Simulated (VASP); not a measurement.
The system is Pt.

```xyz
2
Lattice="2.7607 0.0000 0.0000 -1.3803 2.3908 0.0000 0.0000 0.0000 4.7921" Properties=species:S:1:pos:R:3 pbc="T T T"
Pt    0.0000    1.5939    1.1980
Pt    1.3803    0.7969    3.5941
```

This isn't the form of Pt at room conditions, which is fcc.

```yaml
Program: VASP 6.6.1
Task: single point
Functional: PBE
Potentials_or_basis: VASP PAW PBE potentials, release 64 (Pt)
Cutoff: 520 eV
k_mesh: 11 × 11 × 6
Occupations: fermi-dirac, width 0.05 eV
Spin: no spin polarisation
```

On this cell: pressure -1.1 GPa; largest force under 0.003 eV/Å; band gap on the k mesh none (metal or under the smearing width).

The same run follows on a disturbed copy (atoms moved at random, drawn with an rms of 0.05 Å):

```
Pt
1.0
     2.76067    0.00000    0.00000
    -1.38033    2.39081    0.00000
     0.00000    0.00000    4.79213
Pt
2
Direct
  0.32844 0.68797 0.25286
  0.67332 0.32279 0.74338
```

Task: What does the disturbed cell give?

Result: The energy (extrapolated to zero smearing) moves by +2.9 meV/atom; pressure -0.8 GPa; largest force 0.451 eV/Å; band gap on the k mesh none (metal or under the smearing width).

Forces in eV/Å, atoms in the order of the input:
```
Pt  -0.067  0.027 -0.445
Pt   0.067 -0.027  0.445
```

Stress tensor (GPa, compression positive):
```
-0.63  0.11 -0.15
 0.11 -0.04  0.21
-0.15  0.21 -1.67
```
